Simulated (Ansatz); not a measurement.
TiAl as a host for H

Computed with Ansatz 0.2.0, DFT PBE, scalar-relativistic, plane waves, PAW.

Settings: cutoff 420 eV, Γ-centred mesh 12×12×12 on the computed 2-atom cell, Gaussian smearing of 0.10 eV; no spin polarisation for the host; each changed cell takes a mesh and smearing chosen by its own gap and starts from the host's moments or customary ones, or runs without spin. Cells and atoms are relaxed to the nearest stationary point that keeps the symmetry of their start (forces under 0.02 to 0.04 eV/Å, stress under 0.1 to 0.2 GPa); energies are at zero smearing, without zero-point or thermal terms.

Relaxed host (gap on the mesh 0 eV):

```
CELL_PARAMETERS angstrom
3.18653 0.00000 0.00000
0.00000 3.18653 0.00000
0.00000 0.00000 3.18653
ATOMIC_POSITIONS crystal
Ti 0.50000 0.50000 0.50000
Al 0.00000 0.00000 0.00000
```

Cases: (1) 3 H in a 1×1×1 repeat of the cell, at (0.000 0.000 0.500), (0.500 0.000 0.000), (0.000 0.500 0.000) in fractions of that repeat, 1.59 Å from the nearest atom of the relaxed host; (2) 1 H in a 2×2×1 repeat of the cell, at (0.500 0.500 0.500) in fractions of that repeat, 1.59 Å from the nearest atom of the relaxed host.

Task: Give the energy per H taken from half an H2 molecule (negative: uptake is favourable), the swelling and the final surroundings.

Result:
```json
{"case": "1", "formula": "TiAlH3", "energy per H (eV)": "0.83", "ΔV (%)": "+31.9", "principal strains (%)": "+9.7 +9.7 +9.7", "nearest host atoms of the first H": "2 (Al) from 1.75 Å", "gap (eV)": "0"}
{"case": "2", "formula": "Ti4Al4H", "energy per H (eV)": "-1.17", "ΔV (%)": "+1.3", "principal strains (%)": "+29.2 -11.5 -11.5", "nearest host atoms of the first H": "6 (AlTi) from 2.01 Å", "gap (eV)": "0"}
```

Each ion keeps what symmetry its start has, so a lower place off a symmetric site can be missed, above all for H.

Relaxed structure of case 2, the lowest per ion:

```yaml
crystal:
  lattice:
    - [5.64305, 0.00000, 0.00000]
    - [0.00000, 5.64305, 0.00000]
    - [0.00000, 0.00000, 4.11661]
  atoms:
    - { symbol: Ti, position: [0.24800, 0.24800, 0.50000] }
    - { symbol: Ti, position: [0.24800, 0.75200, 0.50000] }
    - { symbol: Ti, position: [0.75200, 0.24800, 0.50000] }
    - { symbol: Ti, position: [0.75200, 0.75200, 0.50000] }
    - { symbol: Al, position: [0.00000, 0.50000, 0.00000] }
    - { symbol: Al, position: [0.00000, 0.00000, 0.00000] }
    - { symbol: Al, position: [0.50000, 0.50000, 0.00000] }
    - { symbol: Al, position: [0.50000, 0.00000, 0.00000] }
    - { symbol: H, position: [0.50000, 0.50000, 0.50000] }
```

In Ti4Al4H a bond of the host changes by more than 0.6 Å or the volume by a third: the framework has rearranged or swollen or shrunk strongly, and the figure may no longer describe a topotactic step.

Cost: 3 runs of about 1.1 core-minutes in all, on Arm Neoverse V1 (shared hosts).